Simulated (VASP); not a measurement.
Crystal: MgF2.

```
CELL_PARAMETERS angstrom
4.62380 0.00000 0.00000
0.00000 4.62380 0.00000
0.00000 0.00000 3.05334
ATOMIC_POSITIONS crystal
Mg 0.50000 0.50000 0.50000
Mg 0.00000 0.00000 0.00000
F 0.69678 0.69678 0.00000
F 0.80322 0.19678 0.50000
F 0.30322 0.30322 0.00000
F 0.19678 0.80322 0.50000
```

The cell comes from a database or a generator and needn't be the stable form of this composition.

Base run:

```yaml
Program: VASP 6.6.1
Functional: r2SCAN
Potentials_or_basis: VASP PAW PBE potentials, release 64 (Mg, F)
Cutoff: 520 eV
k_mesh: 6 × 6 × 8
Occupations: gaussian, width 0.02 eV
Spin: no spin polarisation
```

Its results: band gap on the k mesh 8.00 eV, direct.

Q: The run is repeated on the same cell with these changes: functional from r2SCAN to TB-mBJ. What comes out?

A: Band gap on the k mesh 10.85 eV, direct.
